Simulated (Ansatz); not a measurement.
Rocksalt MgO, relaxed with r2SCAN in Ansatz 0.2.0. The symmetry is Fm-3m (No. 225, cubic); conventional cell a = 4.204 Å, 9.29 Å³ an atom. Around Mg lie 6 O at 2.10 Å; around O lie 6 Mg at 2.10 Å.

The axes x, y and z are those of this cell:
```
Mg O
1.0
     0.00000    2.10217    2.10217
     2.10217    0.00000    2.10217
     2.10217    2.10217    0.00000
Mg O
1 1
Direct
  0.00000 0.00000 0.00000
  0.50000 0.50000 0.50000
```

Unstrained: PBE gives a direct gap of 4.797 eV at Γ. r2SCAN gives a direct gap of 5.685 eV at Γ. With HSE06 the gap is 6.541 eV and direct, at Γ. Meshes: PBE 10×10×10, r2SCAN 10×10×10, HSE06 8×8×8. Strains are changes of length per length, and xy shears are angles. After each strain the atoms were relaxed again with r2SCAN within the symmetry that the strain leaves, so tilts or polar shifts that break it weren't tested; points keep the names that they have in the unstrained zone. Calculated for a static, non-magnetic cell.

Problem. Estimate what uniaxial -2.47 % along [111], other directions held does to the gap.

Solution. PBE: the gap goes from 4.797 to 4.911 eV (+0.114 eV); with r2SCAN the top three valence levels at Γ, degenerate before, become 1+2 from the top over 188 meV. r2SCAN: the gap goes from 5.685 to 5.807 eV (+0.122 eV). HSE06: the gap goes from 6.541 to 6.680 eV (+0.139 eV). The r2SCAN energy rises by 6.8 meV an atom.

Problem. Estimate what xy shear, engineering strain (angle) -1.33 % does to the gap.

Solution. PBE: the gap goes from 4.797 to 4.745 eV (-0.052 eV); with r2SCAN the top three valence levels at Γ, degenerate before, become 1+1+1 from the top over 101 meV. r2SCAN: the gap goes from 5.685 to 5.632 eV (-0.053 eV). HSE06: the gap goes from 6.541 to 6.490 eV (-0.051 eV). The r2SCAN energy rises by 0.8 meV an atom.

Problem. Estimate what isotropic +0.32 % on every length does to the gap.

Solution. PBE: the gap goes from 4.797 to 4.704 eV (-0.093 eV). r2SCAN: the gap goes from 5.685 to 5.587 eV (-0.098 eV). HSE06: the gap goes from 6.541 to 6.439 eV (-0.102 eV). The r2SCAN energy rises by 0.4 meV an atom.

The meshes of the hybrids are coarse, so their gaps aren't converged to the digits shown.

The splittings at Γ are without spin-orbit coupling, which regroups them where it is of like size or larger.
